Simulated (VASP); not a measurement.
# Al2O3 (P-6m2) in VASP: a series of runs

Runs on Al2O3. Level: PBE. Tasks: dielectric tensor.

Program: VASP 6.6.1. These are calculated values, not measurements. Logs are shortened: lines on timing, memory, paths and dates and some standing lists are left out, and cuts for length are marked.

### 1 The structure

The structure is hexagonal, space group P-6m2 (No. 187). Conventional cell: a = 2.884 Å, b = 2.884 Å, c = 9.337 Å, α = 90.00°, β = 90.00°, γ = 120.00°. Al (site symmetry 3m) is surrounded by 3 O at 1.80 Å. Around O (site symmetry 3m) lie 3 Al at 1.80 Å. O (site symmetry -6m2) has 6 Al at 2.18 Å as nearest neighbours.

Measurements of this composition are mostly on another form, of space group No. 167.

### 2 Dielectric tensor, PBE

The input, INCAR:

```
ALGO = Normal
EDIFF = 1E-8
ENCUT = 520
GGA = PE
ISIF = 2
ISMEAR = 0
LASPH = True
LCHARG = False
LEPSILON = True
LREAL = False
LWAVE = False
NELM = 100
PREC = Accurate
SIGMA = 0.01
```

The input, KPOINTS:

```
k-points
0
Gamma
  6 6 2
```

The input, POSCAR:

```
Al2O3
1.0
    2.8843249483      0.0000000000      0.0000000000
   -1.4421624742      2.4978986780      0.0000000000
    0.0000000000      0.0000000000      9.3367544600
Al O
2 3
Direct
    0.0000000000      0.0000000000      0.8500076700
    0.0000000000      0.0000000000      0.1499923300
    0.3333333333      0.6666666667      0.7776830800
    0.6666666667      0.3333333333      0.0000000000
    0.3333333333      0.6666666667      0.2223169200
```

Potentials or basis: VASP PAW PBE potentials, release 64 (Al, O).

The run is started by

```
$ cat potpaw_PBE.64/Al/POTCAR potpaw_PBE.64/O/POTCAR > POTCAR
$ mpirun -np 1 vasp_std > vasp.out
```

OUTCAR:

```text
EDIFF = 1E-8
   ENCUT = 520
   GGA = PE
   ISIF = 2
   ISMEAR = 0
   LASPH = True
   LEPSILON = True
   LREAL = False
   NELM = 100
   PREC = Accurate

 Found     14 irreducible k-points:

 Following reciprocal coordinates:
            Coordinates               Weight
  0.000000  0.000000  0.000000      1.000000
  0.166667  0.000000  0.000000      6.000000
  0.333333 -0.000000  0.000000      6.000000
  0.500000  0.000000  0.000000      3.000000
  0.166667  0.166667  0.000000      6.000000
  0.333333  0.166667  0.000000     12.000000
   k-points           NKPTS =     14   k-points in BZ     NKDIM =     14   number of bands    NBANDS=     16
   number of dos      NEDOS =    301   number of ions     NIONS =      5
   total plane-waves  NPLWV =  40320
   dimension x,y,z NGX =    24 NGY =   24 NGZ =   70
   dimension x,y,z NGXF=    48 NGYF=   48 NGZF=  140
   ions per type =               2   3
   NGX,Y,Z   is equivalent  to a cutoff of  13.83, 13.83, 12.46 a.u.
   NGXF,Y,Z  is equivalent  to a cutoff of  27.67, 27.67, 24.93 a.u.
 SYSTEM =  unknown system
   PREC   = accura    normal or accurate (medium, high low for compatibility)
   ISTART =      0    job   : 0-new  1-cont  2-samecut
   ICHARG =      2    charge: 1-file 2-atom 10-const
   ISPIN  =      1    spin polarized calculation?
   LNONCOLLINEAR =      F non collinear calculations
   LSORBIT =      F    spin-orbit coupling
   LASPH  =      T    aspherical Exc in radial PAW
   ENCUT  =  520.0 eV  38.22 Ry    6.18 a.u.   5.36  5.36 17.36*2*pi/ulx,y,z
   NELM   =    100;   NELMIN=  2; NELMDL= -5     # of ELM steps
   EDIFF  = 0.1E-07   stopping-criterion for ELM
   LREAL  =      F    real-space projection
   EDIFFG = 0.1E-06   stopping-criterion for IOM
   NSW    =      0    number of steps for IOM
   IBRION =     -1    ionic relax: 0-MD 1-quasi-New 2-CG
   NFREE  =      0    steps in history (QN), initial steepest desc. (CG)
   ISIF   =      2    stress and relaxation
   ISYM   =      2    0-nonsym 1-usesym 2-fastsym
   POTIM  = 0.5000    time-step for ionic-motion
   TEBEG  =    0.0;   TEEND  =   0.0 temperature during run
   PSTRESS=    0.0 pullay stress
   NELECT =      24.0000    total number of electrons
   NUPDOWN=      -1.0000    fix difference up-down
   EMIN   =  10.00;   EMAX   =-10.00  energy-range for DOS
   EFERMI =   0.00;   METHOD = LEGACY
   ISMEAR =     0;   SIGMA  =   0.01  broadening in eV -4-tet -1-fermi 0-gaus
   EFERMI_NEDOS =   21; number of points for ismear=-14 and -15
   IALGO  =     38    algorithm
   IMIX   =      4    mixing-type and parameters
     AMIX     =   0.40;   BMIX     =  1.00
     AMIX_MAG =   1.60;   BMIX_MAG =  1.00
  volume/ion in A,a.u.               =      13.45        90.79
  Fermi-wavevector in a.u.,A,eV,Ry     =   1.161111  2.194181 18.343074  1.348178
  Thomas-Fermi vector in A             =   2.297686
   LORBIT       =      0    0 simple, 1 ext, 2 COOP (PROOUT), +10 PAW based schemes
   GGA     = PE    functional components
   LHFCALC =     F    Hartree Fock is set to
   AEXX    =    0.0000 exact exchange contribution
   IVDW    =     0    specifies the selected vdW correction
   LEPSILON=     T    determine dielectric tensor
   LRPA    =     F    only Hartree local field effects (RPA)
 non-spin polarized calculation
 Gauss-broadening in eV      SIGMA  =   0.01
  energy-cutoff  :      520.00
  volume of cell :       67.27
 maximum number of plane-waves:      1846
 NGX is ok and might be reduce to    24
   NGX = 11   NGY = 11   NGZ = 35

--------------------------------------- Ionic step        1  -------------------------------------------

 number of electron      23.9999983 magnetization

 E-fermi :   0.9721     XC(G=0):  -8.5310

 val. band max:        0.8768189315   @ k =   0.1667   0.0000   0.0000
 cond. band min:       5.6509486236   @ k =   0.0000   0.0000   0.0000
 fundamental gap:      4.7741296922
 Fermi energy:         0.9720772560

 k-point     1 :       0.0000    0.0000    0.0000
  band No.  band energies     occupation
      1     -17.8167      2.00000
      2     -16.8009      2.00000
      3     -15.6197      2.00000
      4      -4.0782      2.00000
      5      -1.2335      2.00000
      6      -0.5953      2.00000
[... 8 lines left out ...]
     15       8.6847      0.00000
     16      10.0145      0.00000

 k-point     2 :       0.1667    0.0000    0.0000
  band No.  band energies     occupation
      1     -17.4885      2.00000
      2     -16.5593      2.00000
      3     -15.5075      2.00000
      4      -3.9302      2.00000
      5      -2.1457      2.00000
      6      -1.4242      2.00000
[... 8 lines left out ...]
     15       9.5219      0.00000
     16      10.8561      0.00000

 k-point     3 :       0.3333   -0.0000    0.0000
  band No.  band energies     occupation
      1     -16.6710      2.00000
      2     -16.0234      2.00000
      3     -15.3559      2.00000
      4      -4.3355      2.00000
      5      -4.1307      2.00000
      6      -2.8441      2.00000
[... 8 lines left out ...]
     15      10.0835      0.00000
     16      11.3096      0.00000

 k-point     4 :       0.5000    0.0000    0.0000
  band No.  band energies     occupation
      1     -16.0394      2.00000
      2     -15.7217      2.00000
      3     -15.4490      2.00000
      4      -5.0515      2.00000
      5      -4.9015      2.00000
      6      -3.4912      2.00000
[... 8 lines left out ...]
     15       9.9283      0.00000
     16      11.8892      0.00000

 k-point     5 :       0.1667    0.1667    0.0000
  band No.  band energies     occupation
      1     -16.9111      2.00000
      2     -16.1667      2.00000
      3     -15.3710      2.00000
      4      -4.0256      2.00000
      5      -3.2632      2.00000
      6      -2.7978      2.00000
[... 8 lines left out ...]
     15      10.5485      0.00000
     16      11.6776      0.00000

 k-point     6 :       0.3333    0.1667    0.0000
  band No.  band energies     occupation
      1     -16.1080      2.00000
      2     -15.7306      2.00000
      3     -15.3819      2.00000
      4      -4.6145      2.00000
      5      -4.5260      2.00000
      6      -3.2870      2.00000
[... 8 lines left out ...]
     15      10.9049      0.00000
     16      12.1906      0.00000

 [... further k-points ...]

  FORCE on cell =-STRESS in cart. coord.  units (eV):
  Direction    XX          YY          ZZ          XY          YZ          ZX
  --------------------------------------------------------------------------------------
  -------------------------------------------------------------------------------------
  Total        0.0714197      0.0714197     -0.0395194     -0.0000000      0.0000000      0.0000000
  in kB        1.7010370      1.7010370     -0.9412529     -0.0000000      0.0000000      0.0000000
  external PRESSURE =       0.8202737 kB  Pullay stress =       0.0000000 kB

 VOLUME and BASIS-vectors are now :
 -----------------------------------------------------------------------------
  energy-cutoff  :      520.00
  volume of cell :       67.27
      direct lattice vectors                 reciprocal lattice vectors
     2.884324948  0.000000000  0.000000000     0.346701574  0.200168247  0.000000000
    -1.442162474  2.497898678  0.000000000     0.000000000  0.400336494  0.000000000
     0.000000000  0.000000000  9.336754460     0.000000000  0.000000000  0.107103598

 POSITION                                       TOTAL-FORCE (eV/Angst)
 -----------------------------------------------------------------------------------
      0.00000      0.00000      7.93631         0.000000      0.000000      0.004854
      0.00000      0.00000      1.40044         0.000000      0.000000     -0.004854
     -0.00000      1.66527      7.26104        -0.000000      0.000000     -0.012326
      1.44216      0.83263      0.00000         0.000000      0.000000      0.000000
     -0.00000      1.66527      2.07572        -0.000000     -0.000000      0.012326
 -----------------------------------------------------------------------------------
    total drift:                                0.000000     -0.000000      0.000000

  FREE ENERGIE OF THE ION-ELECTRON SYSTEM (eV)
  ---------------------------------------------------
  free  energy   TOTEN  =       -36.3842605306 eV

  energy  without entropy=      -36.3842605306  energy(sigma->0) =      -36.38426053

 HEAD OF MICROSCOPIC STATIC DIELECTRIC TENSOR (INDEPENDENT PARTICLE, excluding Hartree and local field effects)
 ------------------------------------------------------
           2.768838    -0.000000     0.000000
          -0.000000     2.768838    -0.000000
           0.000000     0.000000     2.589025
 ------------------------------------------------------

 Free energy of the ion-electron system (eV)
  ---------------------------------------------------
  ---------------------------------------------------
  free energy    TOTEN  =        -0.34807806 eV

  energy without entropy =       -0.34807806

------------------------ aborting loop because EDIFF is reached ----------------------------------------

--------------------------------------- Ionic step        2  -------------------------------------------

------------------------ aborting loop because EDIFF is reached ----------------------------------------

--------------------------------------- Ionic step        3  -------------------------------------------

 Free energy of the ion-electron system (eV)
  ---------------------------------------------------
  ---------------------------------------------------
  free energy    TOTEN  =        -0.19055818 eV

  energy without entropy =       -0.19055818

------------------------ aborting loop because EDIFF is reached ----------------------------------------

 PIEZOELECTRIC TENSOR FIELD DIRECTION 3  (e Angst)
 -----------------------------------------------------------------------------
     0.00000 -0.00000  0.00000           (  0.00000 -0.00000  0.00000)
    -0.00000  0.00000 -0.00000           ( -0.00000  0.00000 -0.00000)
    -0.00000 -0.00000  0.00000           (  0.00000 -0.00000  0.00000)

 PIEZOELECTRIC TENSOR FIELD DIRECTION 3  (C/m^2)
 -----------------------------------------------------------------------------
     0.00000 -0.00000  0.00000
    -0.00000  0.00000 -0.00000
    -0.00000 -0.00000  0.00000

 MACROSCOPIC STATIC DIELECTRIC TENSOR (including local field effects in DFT)
 ------------------------------------------------------
           2.706906    -0.000000     0.000000
          -0.000000     2.706906     0.000000
           0.000000    -0.000000     1.943593
 ------------------------------------------------------

 PIEZOELECTRIC TENSOR (including local field effects)  for field in x, y, z        (e  Angst)
          XX          YY          ZZ          XY          YZ          ZX
  --------------------------------------------------------------------------------
  x     0.00000    -0.00000    -0.00000    -0.08291     0.00000     0.00000
  y    -0.08291     0.08291    -0.00000    -0.00000     0.00000     0.00000
  z     0.00000     0.00000     0.00000     0.00000     0.00000    -0.00000

 PIEZOELECTRIC TENSOR (including local field effects)  for field in x, y, z        (C/m^2)
          XX          YY          ZZ          XY          YZ          ZX
  --------------------------------------------------------------------------------
  x     0.00000    -0.00000    -0.00000    -0.01975     0.00000     0.00000
  y    -0.01975     0.01975    -0.00000    -0.00000     0.00000     0.00000
  z     0.00000     0.00000     0.00000     0.00000     0.00000    -0.00000

 BORN EFFECTIVE CHARGES (including local field effects) (in |e|, cummulative output)
 ---------------------------------------------------------------------------------
 ion    1
    1     3.02949    -0.00000     0.00000
    2    -0.00000     3.02949     0.00000
    3     0.00000    -0.00000     1.52106
 ion    2
    1     3.02949    -0.00000     0.00000
    2    -0.00000     3.02949     0.00000
    3    -0.00000     0.00000     1.52106
 ion    3
    1    -1.90429     0.00000    -0.00000
    2     0.00000    -1.90429     0.00000
    3    -0.00000     0.00000    -0.91270
 ion    4
    1    -2.25039     0.00000     0.00000
    2     0.00000    -2.25039     0.00000
    3     0.00000     0.00000    -1.21672
 ion    5
    1    -1.90429     0.00000     0.00000
    2     0.00000    -1.90429     0.00000
    3    -0.00000     0.00000    -0.91270
```

Wall time 3.7 min (1 thread of AMD EPYC 7R13 (Zen 3), shared host); peak memory 0.23 GiB.

The run converged, but some of its settings lie outside the range that counts as converged, so its numbers aren't taken as properties of the crystal.

What came out:

```yaml
Band_gap_on_the_k_mesh: 4.77 eV, indirect (least direct gap 5.01 eV)
Electronic_dielectric_tensor_diagonal: 2.71, 2.71, 1.94
Born_charges_mean_of_the_diagonal: Al +2.53; O -1.57, -1.91 e
```

### 3 Dielectric tensor, PBE

INCAR, as its differences from that of step 2:

```diff
@@ -2,3 +2,3 @@
 EDIFF = 1E-8
-ENCUT = 520
+ENCUT = 650
 GGA = PE
```

KPOINTS is that of step 2.

POSCAR is that of step 2.

Potentials or basis: VASP PAW PBE potentials, release 64 (Al, O).

The run is started by

```
$ cat potpaw_PBE.64/Al/POTCAR potpaw_PBE.64/O/POTCAR > POTCAR
$ mpirun -np 1 vasp_std > vasp.out
```

OUTCAR:

```text
EDIFF = 1E-8
   ENCUT = 650
   GGA = PE
   ISIF = 2
   ISMEAR = 0
   LASPH = True
   LEPSILON = True
   LREAL = False
   NELM = 100
   PREC = Accurate

 Found     14 irreducible k-points:

 Following reciprocal coordinates:
            Coordinates               Weight
  0.000000  0.000000  0.000000      1.000000
  0.166667  0.000000  0.000000      6.000000
  0.333333 -0.000000  0.000000      6.000000
  0.500000  0.000000  0.000000      3.000000
  0.166667  0.166667  0.000000      6.000000
  0.333333  0.166667  0.000000     12.000000
   k-points           NKPTS =     14   k-points in BZ     NKDIM =     14   number of bands    NBANDS=     16
   number of dos      NEDOS =    301   number of ions     NIONS =      5
   total plane-waves  NPLWV =  46080
   dimension x,y,z NGX =    24 NGY =   24 NGZ =   80
   dimension x,y,z NGXF=    48 NGYF=   48 NGZF=  160
   ions per type =               2   3
   NGX,Y,Z   is equivalent  to a cutoff of  13.83, 13.83, 14.24 a.u.
   NGXF,Y,Z  is equivalent  to a cutoff of  27.67, 27.67, 28.49 a.u.
 SYSTEM =  unknown system
   PREC   = accura    normal or accurate (medium, high low for compatibility)
   ISTART =      0    job   : 0-new  1-cont  2-samecut
   ICHARG =      2    charge: 1-file 2-atom 10-const
   ISPIN  =      1    spin polarized calculation?
[... 237 lines left out ...]
 PIEZOELECTRIC TENSOR FIELD DIRECTION 3  (e Angst)
 -----------------------------------------------------------------------------
     0.00000 -0.00000 -0.00000           (  0.00000 -0.00000  0.00000)
     0.00000  0.00000 -0.00000           ( -0.00000  0.00000  0.00000)
     0.00000  0.00000 -0.00000           (  0.00000  0.00000  0.00000)

 PIEZOELECTRIC TENSOR FIELD DIRECTION 3  (C/m^2)
 -----------------------------------------------------------------------------
     0.00000 -0.00000 -0.00000
     0.00000  0.00000 -0.00000
     0.00000  0.00000 -0.00000

 MACROSCOPIC STATIC DIELECTRIC TENSOR (including local field effects in DFT)
 ------------------------------------------------------
           2.705870    -0.000000     0.000000
          -0.000000     2.705870     0.000000
           0.000000     0.000000     1.943211
 ------------------------------------------------------

 PIEZOELECTRIC TENSOR (including local field effects)  for field in x, y, z        (e  Angst)
          XX          YY          ZZ          XY          YZ          ZX
  --------------------------------------------------------------------------------
  x     0.00000    -0.00000     0.00000    -0.08236     0.00000     0.00000
  y    -0.08236     0.08236    -0.00000    -0.00000     0.00000     0.00000
  z     0.00000     0.00000     0.00000    -0.00000     0.00000    -0.00000

 PIEZOELECTRIC TENSOR (including local field effects)  for field in x, y, z        (C/m^2)
          XX          YY          ZZ          XY          YZ          ZX
  --------------------------------------------------------------------------------
  x     0.00000    -0.00000     0.00000    -0.01962     0.00000     0.00000
  y    -0.01962     0.01962    -0.00000    -0.00000     0.00000     0.00000
  z     0.00000     0.00000     0.00000    -0.00000     0.00000    -0.00000

 BORN EFFECTIVE CHARGES (including local field effects) (in |e|, cummulative output)
 ---------------------------------------------------------------------------------
 ion    1
    1     3.02910    -0.00000     0.00000
    2    -0.00000     3.02910     0.00000
    3    -0.00000     0.00000     1.52109
 ion    2
    1     3.02910    -0.00000    -0.00000
    2    -0.00000     3.02910     0.00000
    3    -0.00000     0.00000     1.52109
 ion    3
    1    -1.90415     0.00000    -0.00000
    2     0.00000    -1.90415     0.00000
    3     0.00000     0.00000    -0.91277
 ion    4
    1    -2.24991     0.00000     0.00000
    2     0.00000    -2.24991    -0.00000
    3     0.00000     0.00000    -1.21664
 ion    5
    1    -1.90415     0.00000     0.00000
    2     0.00000    -1.90415     0.00000
    3    -0.00000     0.00000    -0.91277
```

stdout:

```text
POSCAR found type information on POSCAR AlO
 POSCAR found :  2 types and       5 ions
 scaLAPACK will be used
 LDA part: xc-table for (Slater+PW92), standard interpolation
 POSCAR, INCAR and KPOINTS ok, starting setup
 FFT: planning ... GRIDC
 FFT: planning ... GRID_SOFT
 FFT: planning ... GRID
 WAVECAR not read
 entering main loop
 Linear response reoptimize wavefunctions to high precision
 Linear response G [H, r] |phi>, progress :
  Direction:   1
 Linear response G [H, r] |phi>, progress :
  Direction:   2
 Linear response G [H, r] |phi>, progress :
  Direction:   3
 Linear response to external field (no local field effect), progress :
  Direction:   1
 dielectric tensor                  component  1 :     2.542    -0.458    -0.000
 Linear response to external field (no local field effect), progress :
  Direction:   2
 dielectric tensor                  component  2 :    -0.458     2.994     0.000
 Linear response to external field (no local field effect), progress :
  Direction:   3
 dielectric tensor                  component  3 :    -0.000     0.000     2.588
 Linear response to external field, progress :
  Direction:   1
 dielectric tensor                  component  1 :     2.706     0.000     0.000
 Linear response to external field, progress :
  Direction:   2
 dielectric tensor                  component  2 :    -0.252     2.706    -0.000
 Linear response to external field, progress :
  Direction:   3
 dielectric tensor                  component  3 :    -0.000     0.000     1.943
 Born effective charges drift removed
```

Run time: 3.5 min. Hardware: 1 thread of AMD EPYC 7R13 (Zen 3), shared host; peak memory 0.27 GiB.

The run converged, but some of its settings lie outside the range that counts as converged, so its numbers aren't taken as properties of the crystal.

What came out:

- Band gap on the k mesh: 4.78 eV, indirect (least direct gap 5.01 eV)
- Electronic dielectric tensor (diagonal): 2.71, 2.71, 1.94
- Born charges (mean of the diagonal): Al +2.53; O -1.57, -1.91 e

### 4 For comparison

An earlier run on the cell as given: functional PBE; potentials or basis VASP PAW PBE potentials, release 64 (Al, O); cutoff 520 eV; k mesh 11 × 11 × 3; occupations fermi-dirac, width 0.05 eV; no spin polarisation.

- Pressure: 0.1 GPa
- Largest force: 0.012 eV/Å
- Band gap on the k mesh: 4.77 eV, indirect (least direct gap 5.01 eV)
